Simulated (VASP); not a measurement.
# SnSe: single point with PBE

Slab: SnSe, a slab with vacuum.

```
Sn Se
1.0
     4.28533    0.00000    0.00000
     0.00000    4.28533    0.00000
     0.00000    0.00000   10.99069
Sn Se
2 2
Direct
  0.00000 0.50000 0.62777
  0.50000 0.00000 0.37223
  0.00000 0.50000 0.38396
  0.50000 0.00000 0.61604
```

```json
{"Program": "VASP 6.6.1", "Task": "single point", "Functional": "PBE", "Potentials or basis": "VASP PAW PBE potentials, release 64 (Sn_d, Se)", "Cutoff": "520 eV", "k mesh": "6 × 6 × 3", "Occupations": "fermi-dirac, width 0.05 eV", "Spin": "no spin polarisation", "Further INCAR settings": "ALGO = Normal; EDIFF = 1e-07; NBANDS = 28"}
```

```yaml
Largest_force: 0.265 eV/Å
Band_gap_on_the_k_mesh: 1.52 eV, direct
```

Forces on the atoms (eV/Å):
```
Sn   0.000  0.000  0.154
Sn   0.000  0.000 -0.154
Se   0.000  0.000 -0.265
Se   0.000  0.000  0.265
```

Levels at points of the mesh, in eV from the valence-band top:
```
           k point  band 18  band 19  band 20  band 21  band 22  band 23
(0.00, 0.00, 0.00)    -1.64    -1.64    -0.23     1.69     3.63     3.85
(0.50, 0.00, 0.00)    -1.46    -0.17    -0.17     1.60     1.60     2.15
(0.50, 0.50, 0.00)    -3.14    -1.62    -1.62     3.74     3.74     4.76
```

Wall time 82 s on 1 thread of Intel(R) Xeon(R) Platinum 8488C (Sapphire Rapids), on a shared host, peak memory 0.31 GiB.

Caveat: spin-orbit coupling is left out, which moves the levels of the heavy elements.
